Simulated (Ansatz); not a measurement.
## WS2 in Ansatz: the effect of functional

Slab: WS2, a slab with vacuum.

```
W S
1.0
     3.18312    0.00000    0.00000
    -1.59156    2.75666    0.00000
     0.00000    0.00000   35.18056
W S
4 8
Direct
  0.33333 0.66667 0.59232
  0.33333 0.66667 0.22340
  0.66667 0.33333 0.77660
  0.66667 0.33333 0.40768
  0.33333 0.66667 0.82115
  0.33333 0.66667 0.45202
  0.66667 0.33333 0.63662
  0.66667 0.33333 0.26774
  0.33333 0.66667 0.73226
  0.33333 0.66667 0.36338
  0.66667 0.33333 0.54798
  0.66667 0.33333 0.17885
```

Alike in all runs:

- Program: Ansatz 0.2.0
- Task: band structure
- Potentials or basis: Ansatz PAW
- Cutoff: 420 eV (not typed: the program's choice for these potentials)
- k mesh: 7 × 7 × 1
- Occupations: fermi-dirac, width 0.05 eV
- Spin: no spin polarisation

```tsv
functional	gap on the mesh (eV)	largest force (eV/Å)
LDA	?	?
PBEsol	1.38	0.27
RPBE	1.46	0.33
revPBE	1.45	0.30
BLYP	1.41	0.66
```

Question: What does the run with functional LDA give?

Answer: gap on the mesh 1.35 eV; largest force 0.54 eV/Å.

Caveats: the k mesh misses the band edges, so the gap on the mesh is wider than the one along the path; spin-orbit coupling is left out, which moves the levels of the heavy elements; the PAW data sets come from PBE, with cores solved anew for the run's functional, which leaves a small shift of forces and pressure.

Runs at the PBE level aren't shown here.
